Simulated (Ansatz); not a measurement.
Crystals in the rock-salt structure, computed with PBEsol in Ansatz (plane-wave DFT, scalar-relativistic, harmonic phonons, no LO–TO term at Γ; fixed occupations; no spin; PAW, where unfrozen means all-electron datasets; each on its own modest k mesh, which can be coarse for ε∞).

One of them, on the k mesh 6×6×6 in its relaxed cell of 17.4 Å³ an atom, gives top Γ mode (cm⁻¹) 242; lowest mode at X = [0.5, 0, 0.5] (cm⁻¹) 123; top mode at X = [0.5, 0, 0.5] (cm⁻¹) 303; mean ε∞ 5.44; mean Born charge of the cation or first site (e) 2.31 (phonons by linear response).

Caveats: coarse k mesh.

Problem. Which crystal is it?
A. MgO
B. MgS
C. LiF
D. SrO

Solution. B. It is MgS. The others give, for the top Γ mode in cm⁻¹: LiF 301 on 6×6×6, MgO 386 on 6×6×6, SrO 203 on 6×6×6.
